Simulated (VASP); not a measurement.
# InP (F-43m) in VASP: a series of runs

The runs below take InP through single point, with PBE+D3(BJ).

All numbers are computed with VASP 6.6.1; they aren't measurements. Logs are shortened: lines on timing, memory, paths and dates and some standing lists are left out, and cuts for length are marked.

**The experiment to reproduce.**

From a printed reference work, data compilation, for a bulk crystal of InP at 1.6 K: band gap 1.4236 eV (direct).

The results are compared with them further down.

## Step 1: The cell of the first run

Symmetry: F-43m, No. 216, cubic system. The conventional cell has a = 5.762 Å, b = 5.762 Å, c = 5.762 Å, α = 90.00°, β = 90.00°, γ = 90.00°. In (site symmetry -43m) has 4 P at 2.49 Å within 3.3 Å. Within 3.3 Å of P (site symmetry -43m) lie 4 In at 2.49 Å.

## Step 2: Single point, PBE+D3(BJ)

The input, INCAR:

```
SYSTEM = InP
PREC = Accurate
ENCUT = 500
EDIFF = 1E-6
ISMEAR = 0
SIGMA = 0.01
LREAL = .FALSE.
LASPH = .TRUE.
NELM = 120
ALGO = Normal
ISIF = 2
LWAVE = .FALSE.
LCHARG = .TRUE.
GGA = PE
IVDW = 12
LELF = .TRUE.
LVHAR = .TRUE.
NBANDS = 16
GGA_COMPAT = .FALSE.
```

The input, KPOINTS:

```
Automatic mesh
0
G
  7 7 7
  0 0 0
```

The input, POSCAR:

```
InP
1.0
    0.0000000000      2.8808209112      2.8808209112
    2.8808209112      0.0000000000      2.8808209112
    2.8808209112      2.8808209112      0.0000000000
In P
1 1
Direct
    0.0000000000      0.0000000000      0.0000000000
    0.2500000000      0.2500000000      0.2500000000
```

Potentials or basis: VASP PAW PBE potentials, release 64 (In_d, P).

Command:

```sh
$ cat potpaw_PBE.64/In_d/POTCAR potpaw_PBE.64/P/POTCAR > POTCAR
$ mpirun -np 1 vasp_std > vasp.out
```

OUTCAR:

```text
SYSTEM = InP
   PREC = Accurate
   ENCUT = 500
   EDIFF = 1E-6
   ISMEAR = 0
   LREAL = .FALSE.
   LASPH = .TRUE.
   NELM = 120
   ISIF = 2
   GGA = PE
   IVDW = 12
 IVDW          = 12

 ion  position               nearest neighbor table
   1  0.000  0.000  0.000-   2 2.49   2 2.49   2 2.49   2 2.49
   2  0.250  0.250  0.250-   1 2.49   1 2.49   1 2.49   1 2.49

  LATTYP: Found a face centered cubic cell.
 ALAT       =     5.7616418224

  Lattice vectors:

 A1 = (   0.0000000000,   2.8808209112,   2.8808209112)
 A2 = (   2.8808209112,   0.0000000000,   2.8808209112)
 A3 = (   2.8808209112,   2.8808209112,   0.0000000000)

Analysis of symmetry for initial positions (statically):
=====================================================================
 Subroutine PRICEL returns:
 Original cell was already a primitive cell.

 Routine SETGRP: Setting up the symmetry group for a
 face centered cubic supercell.

 Subroutine GETGRP returns: Found 24 space group operations
 (whereof 24 operations were pure point group operations)
 out of a pool of 48 trial point group operations.

The static configuration has the point symmetry T_d .

Analysis of symmetry for dynamics (positions and initial velocities):
=====================================================================
 Subroutine PRICEL returns:
 Original cell was already a primitive cell.

 Routine SETGRP: Setting up the symmetry group for a
 face centered cubic supercell.

 Subroutine GETGRP returns: Found 24 space group operations
 (whereof 24 operations were pure point group operations)
 out of a pool of 48 trial point group operations.

The dynamic configuration has the point symmetry T_d .

 Subroutine INISYM returns: Found 24 space group operations
 (whereof 24 operations are pure point group operations),
 and found     1 'primitive' translations

----------------------------------------------------------------------------------------

                                     Primitive cell

  volume of cell :      47.8166

  direct lattice vectors                    reciprocal lattice vectors
     0.000000000  2.880820911  2.880820911    -0.173561639  0.173561639  0.173561639
     2.880820911  0.000000000  2.880820911     0.173561639 -0.173561639  0.173561639
     2.880820911  2.880820911  0.000000000     0.173561639  0.173561639 -0.173561639

  length of vectors
     4.074096003  4.074096003  4.074096003     0.300617578  0.300617578  0.300617578

[... 74 lines left out ...]
   NELM   =    120;   NELMIN=  2; NELMDL= -5     # of ELM steps
   EDIFF  = 0.1E-05   stopping-criterion for ELM
   LREAL  =      F    real-space projection
   EDIFFG = 0.1E-04   stopping-criterion for IOM
   NSW    =      0    number of steps for IOM
   IBRION =     -1    ionic relax: 0-MD 1-quasi-New 2-CG
   NFREE  =      0    steps in history (QN), initial steepest desc. (CG)
   ISIF   =      2    stress and relaxation
   ISYM   =      2    0-nonsym 1-usesym 2-fastsym
   POTIM  = 0.5000    time-step for ionic-motion
   TEBEG  =    0.0;   TEEND  =   0.0 temperature during run
   PSTRESS=    0.0 pullay stress
   NELECT =      18.0000    total number of electrons
   NUPDOWN=      -1.0000    fix difference up-down
   EMIN   =  10.00;   EMAX   =-10.00  energy-range for DOS
   EFERMI =   0.00;   METHOD = LEGACY
   ISMEAR =     0;   SIGMA  =   0.01  broadening in eV -4-tet -1-fermi 0-gaus
   EFERMI_NEDOS =   21; number of points for ismear=-14 and -15
   IALGO  =     38    algorithm
   IMIX   =      4    mixing-type and parameters
     AMIX     =   0.40;   BMIX     =  1.00
     AMIX_MAG =   1.60;   BMIX_MAG =  1.00
  volume/ion in A,a.u.               =      23.91       161.34
  Fermi-wavevector in a.u.,A,eV,Ry     =   1.182060  2.233769 19.010946  1.397265
  Thomas-Fermi vector in A             =   2.318321
   LORBIT       =      0    0 simple, 1 ext, 2 COOP (PROOUT), +10 PAW based schemes
   GGA     = PE    functional components
   LHFCALC =     F    Hartree Fock is set to
   AEXX    =    0.0000 exact exchange contribution
   IVDW    =    12    specifies the selected vdW correction
   LEPSILON=     F    determine dielectric tensor
   LRPA    =     F    only Hartree local field effects (RPA)
 non-spin polarized calculation
 Gauss-broadening in eV      SIGMA  =   0.01
  energy-cutoff  :      500.00
  volume of cell :       47.82
 maximum number of plane-waves:      1243
 NGX is ok and might be reduce to    30
   NGX = 15   NGY = 15   NGZ = 15

 number of electron      18.0000004 magnetization

 Free energy of the ion-electron system (eV)
  ---------------------------------------------------
  ext. energy  EPLUGINS =         0.00000000
  ---------------------------------------------------
  free energy    TOTEN  =        -8.29368262 eV

  energy without entropy =       -8.29368262  energy(sigma->0) =       -8.29368262

 E-fermi :   5.8135     XC(G=0):  -9.5120

 val. band max:        5.7702032132   @ k =   0.0000   0.0000   0.0000
 cond. band min:       6.7600791616   @ k =   0.0000   0.0000   0.0000
 fundamental gap:      0.9898759484
 Fermi energy:         5.8135195377

 k-point     1 :       0.0000    0.0000    0.0000
  band No.  band energies     occupation
      1      -8.5327      2.00000
      2      -8.5327      2.00000
      3      -8.5327      2.00000
      4      -8.3531      2.00000
      5      -8.3531      2.00000
      6      -6.1125      2.00000
[... 357 lines left out ...]
      3      -8.4233      2.00000
      4      -8.3777      2.00000
      5      -8.3353      2.00000
      6      -3.4822      2.00000
[... 8 lines left out ...]
     15      16.5134      0.00000
     16      18.5854      0.00000

------------------------ aborting loop because EDIFF is reached ----------------------------------------

 Edisp (eV)   -0.66386

 E8    (eV) :    -0.2956

  FORCE on cell =-STRESS in cart. coord.  units (eV):
  Direction    XX          YY          ZZ          XY          YZ          ZX
  --------------------------------------------------------------------------------------
  -------------------------------------------------------------------------------------
  Total       1.52222     1.52222     1.52222     0.00000    -0.00000    -0.00000
  in kB      51.00454    51.00454    51.00454     0.00000    -0.00000    -0.00000
  external pressure =       51.00 kB  Pullay stress =        0.00 kB

 VOLUME and BASIS-vectors are now :
 -----------------------------------------------------------------------------
  energy-cutoff  :      500.00
  volume of cell :       47.82
      direct lattice vectors                 reciprocal lattice vectors
     0.000000000  2.880820911  2.880820911    -0.173561639  0.173561639  0.173561639
     2.880820911  0.000000000  2.880820911     0.173561639 -0.173561639  0.173561639
     2.880820911  2.880820911  0.000000000     0.173561639  0.173561639 -0.173561639

 POSITION                                       TOTAL-FORCE (eV/Angst)
 -----------------------------------------------------------------------------------
      0.00000      0.00000      0.00000         0.000000      0.000000      0.000000
      1.44041      1.44041      1.44041        -0.000000     -0.000000     -0.000000
 -----------------------------------------------------------------------------------
    total drift:                               -0.000000     -0.000000     -0.000000

  FREE ENERGIE OF THE ION-ELECTRON SYSTEM (eV)
  ---------------------------------------------------
  free  energy   TOTEN  =        -8.9575419137 eV

  energy  without entropy=       -8.9575419137  energy(sigma->0) =       -8.95754191
```

OSZICAR:

```text
N       E                     dE             d eps       ncg     rms          rms(c)
DAV:   1     0.111377328204E+03    0.11138E+03   -0.82056E+03   656   0.124E+03
DAV:   2    -0.114235902973E+01   -0.11252E+03   -0.10781E+03   712   0.303E+02
DAV:   3    -0.853875611274E+01   -0.73964E+01   -0.73578E+01   832   0.754E+01
DAV:   4    -0.873287030994E+01   -0.19411E+00   -0.19406E+00   824   0.128E+01
DAV:   5    -0.874174834876E+01   -0.88780E-02   -0.88778E-02   944   0.241E+00    0.617E+00
DAV:   6    -0.832849798462E+01    0.41325E+00   -0.61983E-01  1024   0.137E+01    0.372E+00
DAV:   7    -0.829275834266E+01    0.35740E-01   -0.18139E-01   960   0.362E+00    0.132E+00
DAV:   8    -0.829286439522E+01   -0.10605E-03   -0.18119E-02   792   0.163E+00    0.406E-01
DAV:   9    -0.829346495326E+01   -0.60056E-03   -0.14140E-03   784   0.388E-01    0.175E-01
DAV:  10    -0.829360944285E+01   -0.14449E-03   -0.28540E-04   992   0.255E-01    0.115E-01
DAV:  11    -0.829368292208E+01   -0.73479E-04   -0.11408E-04   760   0.996E-02    0.404E-02
DAV:  12    -0.829368261663E+01    0.30545E-06   -0.93783E-06   768   0.334E-02
   1 F= -.89575419E+01 E0= -.89575419E+01  d E =-.350341E-12
```

Run time: 28 s. Hardware: 1 thread of AMD EPYC 7R43 (Zen 3), shared host; peak memory 0.15 GiB.

What came out:

```
Free energy                : -8.9575 eV
Pressure                   : 5.1 GPa
Band gap on the k mesh     : 0.99 eV, direct
Dispersion energy per atom : -0.332 eV
```

Caveat: three body term missing; spin-orbit coupling is left out, which moves the levels of the heavy elements.

## Step 3: Single point, PBE+D3(BJ)

This run uses another cell than the first one, of 24.54 Å³/atom, 1.026 times its volume.

The input, INCAR:

```
  ALGO = Normal
  EDIFF = 1E-6
  ENCUT = 500
  GGA = PE
  GGA_COMPAT = F
  ISIF = 2
  ISMEAR = 0
  IVDW = 12
  LASPH = T
  LCHARG = F
  LREAL = F
  LWAVE = F
  NBANDS = 16
  NELM = 120
  PREC = Accurate
  SIGMA = 0.01
```

The input, KPOINTS:

```
k-points
0
Gamma
  7 7 7
```

The input, POSCAR:

```
InP
1.0
    0.0000000000      2.9058727852      2.9058727852
    2.9058727852      0.0000000000      2.9058727852
    2.9058727852      2.9058727852      0.0000000000
In P
1 1
Direct
    0.0000000000      0.0000000000      0.0000000000
    0.2500000000      0.2500000000      0.2500000000
```

Potentials or basis: VASP PAW PBE potentials, release 64 (In_d, P).

Command:

```sh
$ cat potpaw_PBE.64/In_d/POTCAR potpaw_PBE.64/P/POTCAR > POTCAR
$ mpirun -np 1 vasp_std > vasp.out
```

Wall time 29 s (1 thread of AMD EPYC 7R43 (Zen 3), shared host); peak memory 0.14 GiB.

Results (log left out):

- Free energy: -8.9893 eV
- Pressure: 2.9 GPa
- Band gap on the k mesh: 0.85 eV, direct
- Dispersion energy per atom: -0.323 eV

Levels at points of the mesh, in eV from the valence-band top:
```csv
k point,band 6,band 7,band 8,band 9,band 10,band 11,band 12,band 13
"(0.00, 0.00, 0.00)",-11.69,0.00,0.00,0.00,0.85,4.09,4.09,4.09
```

Caveat: three body term missing; spin-orbit coupling is left out, which moves the levels of the heavy elements.

## Step 4: Single point, PBE+D3(BJ)

This run uses another cell than the first one, of 25.17 Å³/atom, 1.053 times its volume.

The input, INCAR:

```
SYSTEM = InP
ALGO = Normal
EDIFF = 1E-6
ENCUT = 500
GGA = PE
GGA_COMPAT = .FALSE.
ISIF = 2
ISMEAR = 0
IVDW = 12
LASPH = .TRUE.
LCHARG = .TRUE.
LELF = .TRUE.
LREAL = .FALSE.
LVHAR = .TRUE.
LWAVE = .FALSE.
NBANDS = 16
NELM = 120
PREC = Accurate
SIGMA = 0.01
```

The input, KPOINTS:

```
k-points
0
G
  7 7 7
  0 0 0
```

The input, POSCAR:

```
InP
1.0
    0.0000000000      2.9305000000      2.9305000000
    2.9305000000      0.0000000000      2.9305000000
    2.9305000000      2.9305000000      0.0000000000
In P
1 1
Direct
    0.0000000000      0.0000000000      0.0000000000
    0.2500000000      0.2500000000      0.2500000000
```

Command:

```sh
$ cat potpaw_PBE.64/In_d/POTCAR potpaw_PBE.64/P/POTCAR > POTCAR
$ mpirun -np 1 vasp_std > vasp.out
```

It took 29 s on 1 thread of AMD EPYC 7R43 (Zen 3), shared host; peak memory 0.14 GiB.

It converged, with:

| Property | Result |
| --- | --- |
| Free energy | -9.0052 eV |
| Pressure | 1.1 GPa |
| Band gap on the k mesh | 0.71 eV, direct |
| Dispersion energy per atom | -0.314 eV |

Levels at points of the mesh, in eV from the valence-band top:
| k point | band 6 | band 7 | band 8 | band 9 | band 10 | band 11 | band 12 | band 13 |
| --- | --- | --- | --- | --- | --- | --- | --- | --- |
| (0.00, 0.00, 0.00) | -11.52 | 0.00 | 0.00 | 0.00 | 0.71 | 4.09 | 4.09 | 4.09 |

Caveat: three body term missing; spin-orbit coupling is left out, which moves the levels of the heavy elements.

## Step 5: Summary

```tsv
cell	gap on the mesh (eV)	pressure (GPa)
a = 4.074 Å, angles 60.0°, 2 atoms	0.99	5.1
a = 4.110 Å, angles 60.0°, 2 atoms	0.85	2.9
a = 4.144 Å, angles 60.0°, 2 atoms	0.71	1.1
```

Alike in all rows: task single point; level PBE+D3(BJ); potentials or basis VASP PAW PBE potentials, release 64 (In_d, P); no spin polarisation; k mesh 7 × 7 × 7; cutoff (eV) 500; smearing gaussian 0.01 eV.

Caveats: three body term missing; spin-orbit coupling is left out, which moves the levels of the heavy elements.

Total energies depend on the potentials used, so only differences within one code and one set of settings carry meaning.

## Step 6: Against experiment

Step 3. A measured gap of InP is 1.4236 eV (direct; 1.6 K; a printed reference work, data compilation); the calculated 0.85 eV misses it by -0.57 eV. Spin-orbit coupling on In is left out. The value is that of PBE+D3(BJ), without temperature or zero-point motion. Semilocal functionals fall short of measured gaps as a rule.

Step 4. A measured gap of InP is 1.4236 eV (direct; 1.6 K; a printed reference work, data compilation); the calculated 0.71 eV misses it by -0.71 eV. Spin-orbit coupling on In is left out. The value is that of PBE+D3(BJ), without temperature or zero-point motion. Semilocal functionals fall short of measured gaps as a rule.
